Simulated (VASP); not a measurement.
Here is a VASP 6.6.1 calculation.

Contents of INCAR:

```
SYSTEM = Ge
PREC = Accurate
ENCUT = 600
EDIFF = 1E-7
ISMEAR = 0
SIGMA = 0.03
LREAL = .False.
LASPH = .True.
NELM = 80
ALGO = Normal
ISIF = 3
LWAVE = .False.
LCHARG = .False.
GGA = PS
IBRION = 2
NSW = 90
EDIFFG = -0.005
```

File KPOINTS:

```
Automatic mesh
0
Gamma
  12 12 5
  0 0 0
```

POSCAR

```
Ge                                      
1.0
    3.9964461143      0.0000000000      0.0000000000
   -1.9982230572      3.4610238599     -0.0000000000
    0.0000000000      0.0000000000      6.5963815985
  Ge            
     4
Direct
     0.6666666699999979    0.3333333300000021    0.0629063895170650
     0.3333333300000021    0.6666666699999979    0.5629063895170650
     0.6666666699999979    0.3333333300000021    0.4370936104829350
     0.3333333300000021    0.6666666699999979    0.9370936104829350
```

Potentials or basis: VASP PAW PBE potentials, release 64 (Ge_d).

Command:

```sh
$ cat potpaw_PBE.64/Ge_d/POTCAR > POTCAR
$ mpirun -np 1 vasp_std > vasp.out
```

Problem. What does it give for the band gap on the k mesh?

Solution. 0.02 eV, indirect (least direct gap 0.12 eV).

Problem. Predict the relaxed cell.

Solution. a = 3.996 Å, b = 3.996 Å, c = 6.594 Å, α = 90.00°, β = 90.00°, γ = 120.00°.

Final structure:
```
CELL_PARAMETERS angstrom
3.99597 0.00000 0.00000
-1.99798 3.46061 0.00000
0.00000 0.00000 6.59391
ATOMIC_POSITIONS crystal
Ge 0.66667 0.33333 0.06291
Ge 0.33333 0.66667 0.56291
Ge 0.66667 0.33333 0.43709
Ge 0.33333 0.66667 0.93709
```

Caveat: an odd mesh through Γ misses points on the zone boundary, where band edges often lie.
